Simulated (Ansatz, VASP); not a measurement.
One calculation of NaF, two programs

INCAR

```
SYSTEM = NaF
ALGO = Normal ; EDIFF = 1E-7
ENCUT = 520 ; GGA = PE
ISIF = 2 ; ISMEAR = -1
LASPH = .TRUE. ; LCHARG = .FALSE.
LREAL = .FALSE. ; LWAVE = .FALSE.
NBANDS = 14 ; NELM = 60
PREC = Accurate ; SIGMA = 0.02
```

File KPOINTS:

```
k-points
0
G
  10 10 10
  0 0 0
```

POSCAR

```
NaF
1.0
    0.0000000000      2.2972417931      2.2972417931
    2.1676773559      0.0000000000      2.2972417931
    2.1676773559      2.2972417931      0.0000000000
Na F
1 1
Direct
    0.0000000000      0.0000000000      0.0000000000
    0.5000000000      0.5000000000      0.5000000000
```

Input for Ansatz:

```yaml
crystal:
  lattice:
    - [0.0, 2.2972417931, 2.2972417931]
    - [2.1676773559, 0.0, 2.2972417931]
    - [2.1676773559, 2.2972417931, 0.0]
  atoms:
    - { symbol: Na, position: [0.0, 0.0, 0.0] }
    - { symbol: F, position: [0.5, 0.5, 0.5] }
kpoints:
  mp_grid: { grid: [10, 10, 10] }
  band_path:
    path:
      - [0.0, 0.0, 0.0]
      - [0.5, 0.0, 0.5]
      - [0.625, 0.25, 0.625]
      - [0.375, 0.375, 0.75]
      - [0.5, 0.5, 0.5]
      - [0.5, 0.25, 0.75]
    npoints: 1
hamiltonian:
  xc: pbe
scf:
  occupations: { method: fermi_dirac, width: 0.02 }
  n_extra_bands: 4
output:
  forces: true
  stress: true
  eigenvalues: true
```

Change from the starting cell: uniaxial_x strain -5.6%.

Alike in both runs: task single point; functional PBE; k mesh 10 × 10 × 10; occupations fermi-dirac, width 0.02 eV; no spin polarisation.

```csv
,VASP,Ansatz
version,VASP 6.6.1,Ansatz 0.2.0
potentials or method,"VASP PAW PBE potentials, release 64 (Na_pv, F)","plane waves, PAW"
plane-wave cutoff (eV),520,420
valence electrons in the cell,14,16
```

```tsv
	VASP	Ansatz	Ansatz less VASP
gap on the k mesh at the Fermi level (eV)	6.76	6.78	+0.020
pressure (GPa)	8.1	8.2	+0.01
largest component of the traceless stress (GPa)	5.84	5.64	-0.203
```

The two sets of potentials don't hold the same shells in valence.

A k mesh can miss the band edges.
